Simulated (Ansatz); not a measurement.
Cs2AgBiBr6:

```
Bi Cs Ag Br
1.0
     0.00000    5.61610    5.61610
     5.61610    0.00000    5.61610
     5.61610    5.61610    0.00000
Bi Cs Ag Br
1 2 1 6
Direct
  0.00000 0.00000 0.00000
  0.75000 0.75000 0.75000
  0.25000 0.25000 0.25000
  0.50000 0.50000 0.50000
  0.74945 0.74945 0.25055
  0.25055 0.25055 0.74945
  0.74945 0.25055 0.25055
  0.74945 0.25055 0.74945
  0.25055 0.74945 0.74945
  0.25055 0.74945 0.25055
```

- Program: Ansatz 0.2.0
- Task: relaxation of cell and atoms
- Functional: PBEsol
- Potentials or basis: Ansatz PAW
- Cutoff: 420 eV (not typed: the program's choice for these potentials)
- k mesh: 4 × 4 × 4
- Occupations: fermi-dirac, width 0.05 eV
- Spin: no spin polarisation

At the start: volume 35.43 Å³/atom.

Q: Where does the relaxation end?

A: It ends after 5 steps and the volume is 35.00 Å³/atom (-1.2 %); space group Fm-3m (No. 225, to 0.05 Å).

Step by step:
```
step  energy change (eV)  largest force (eV/Å)  volume (Å³)
   1              0.0000                0.3019       354.27
   2             -0.0302                0.0515       354.15
   3             -0.0347                0.0046       351.53
   4             -0.0353                0.0003       350.05
   5             -0.0349                0.0003       350.05
```

Final structure:
```yaml
crystal:
  lattice:
    - [0.00000, 5.59369, 5.59369]
    - [5.59369, 0.00000, 5.59369]
    - [5.59369, 5.59369, 0.00000]
  atoms:
    - { symbol: Bi, position: [0.00000, 0.00000, 0.00000] }
    - { symbol: Cs, position: [0.75000, 0.75000, 0.75000] }
    - { symbol: Cs, position: [0.25000, 0.25000, 0.25000] }
    - { symbol: Ag, position: [0.50000, 0.50000, 0.50000] }
    - { symbol: Br, position: [0.74609, 0.74609, 0.25391] }
    - { symbol: Br, position: [0.25391, 0.25391, 0.74609] }
    - { symbol: Br, position: [0.74609, 0.25391, 0.25391] }
    - { symbol: Br, position: [0.74609, 0.25391, 0.74609] }
    - { symbol: Br, position: [0.25391, 0.74609, 0.74609] }
    - { symbol: Br, position: [0.25391, 0.74609, 0.25391] }
```

Caveat: the plane-wave basis is chosen anew once the cell has moved, so the energies of steps on either side of that aren't comparable; the PAW data sets come from PBE, with cores solved anew for the run's functional, which leaves a small shift of forces and pressure.
